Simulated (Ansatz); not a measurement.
Here is an Ansatz 0.2.0 calculation.

The input input.yaml:

```yaml
crystal:
  lattice:
    - [0.0, 3.01, 3.01]
    - [3.01, 0.0, 3.01]
    - [3.01, 3.01, 0.0]
  atoms:
    - { symbol: Sn, position: [0.0, 0.0, 0.0] }
    - { symbol: Se, position: [0.5, 0.5, 0.5] }
hamiltonian:
  xc: pbesol
  pseudopotentials: { kind: paw }
  dispersion: d3bj
kpoints:
  mp_grid: { grid: [8, 8, 8] }
scf:
  occupations: { method: fermi_dirac, width: 0.05 }
output:
  forces: true
  stress: true
relax:
  f_tol: 0.01
  max_steps: 40
  cell: { stress_tol: 0.05 }
```

Potentials or basis: Ansatz PAW.

Command:

```bash
$ ansatz run input.yaml --threads 2 --pin off --max-ram 5632MiB --backend cpu --events-out ev --progress --plain --runs-dir out
```

Question: Estimate the space group after relaxing (to 0.05 Å).

Answer: Fm-3m (No. 225).

Question: What does it give for the relaxed volume?

Answer: 25.31 Å³/atom.

Question: Estimate the relaxed cell.

Answer: a = 4.152 Å, b = 4.152 Å, c = 4.152 Å, α = 60.00°, β = 60.00°, γ = 60.00°.

Question: What does it give for the band gap on the k mesh?

Answer: 0.74 eV.

Final structure:
```
CELL_PARAMETERS angstrom
0.00000 2.93604 2.93604
2.93604 0.00000 2.93604
2.93604 2.93604 0.00000
ATOMIC_POSITIONS crystal
Sn 0.00000 0.00000 0.00000
Se 0.50000 0.50000 0.50000
```

Caveat: the plane-wave basis is chosen anew once the cell has moved, so the energies of steps on either side of that aren't comparable; spin-orbit coupling is left out, which moves the levels of the heavy elements; the PAW data sets come from PBE, with cores solved anew for the run's functional, which leaves a small shift of forces and pressure. A k mesh can miss the band edges.
